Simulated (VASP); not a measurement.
A run of VASP 6.6.1 is set up as follows.

File INCAR:

```
SYSTEM = Ag
PREC     = Accurate       ! precision mode
ENCUT    = 520            ! plane-wave cutoff, eV
EDIFF    = 1E-6           ! SCF threshold, eV
ISMEAR   = 0              ! smearing method
SIGMA    = 0.027000000000000003 ! smearing width, eV
LREAL    = .False.        ! projectors in reciprocal space
LASPH    = .True.         ! aspherical terms in the spheres
NELM     = 100            ! most SCF steps
ALGO     = Normal         ! electronic algorithm
ISIF     = 2              ! what is computed and relaxed
LWAVE    = .False.        ! write WAVECAR
LCHARG   = .True.         ! write CHGCAR
GGA      = PE             ! functional
LELF     = .True.         ! ELF
LVHAR    = .True.       
NBANDS   = 12             ! bands
```

The input KPOINTS:

```
regular mesh
0
Gamma
  11 11 11
  0 0 0
```

POSCAR

```
Ag
1.0
    0.0000000000      2.0427500000      2.0427500000
    2.0427500000      0.0000000000      2.0427500000
    2.0427500000      2.0427500000      0.0000000000
Ag
1
Direct
    0.0000000000      0.0000000000      0.0000000000
```

Potentials or basis: VASP PAW PBE potentials, release 64 (Ag).

Run with:

```console
$ cat potpaw_PBE.64/Ag/POTCAR > POTCAR
$ mpirun -np 1 vasp_std > vasp.out
```

Problem. What does it give for the pressure?

Solution. 4.1 GPa.

Problem. Predict the band gap on the k mesh.

Solution. None (metal or under the smearing width).
